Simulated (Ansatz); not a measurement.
## How settings move the results for Fe

```
Fe
1.0
    -1.43900    1.43900    1.43900
     1.43900   -1.43900    1.43900
     1.43900    1.43900   -1.43900
Fe
1
Cartesian
  0.0000 0.0000 0.0000
```

The cell comes from COD entry 9013474, which wasn't checked; take it as a given geometry. It was measured hot, at 722 K.

Computed with DFT, PBE, all-electron LAPW, scalar-relativistic in Ansatz 0.2.0.

The runs use a Γ-centred 20×20×20 k mesh, Fermi–Dirac smearing of 0.05 eV, basis error target 0.25 meV/atom, spin-polarised from start moments Fe 3 μB. One setting is then changed at a time.

```tsv
basis error target (meV/atom)	free energy less the base's (meV/atom)	P (GPa)	moment (μB)	cutoff chosen (eV)
0.25 (base)	0.0	-8.44	2.243	352
3	?	-8.43	2.243	269
10	2.1	-8.41	2.244	231
30	?	-8.36	2.244	199
0.1	0.0	-8.44	2.243	385
```

Question: Fill in "free energy less the base's (meV/atom)" for the row "30".

Answer: 6.6.

Question: Fill in "free energy less the base's (meV/atom)" for the row "3".

Answer: 0.6.
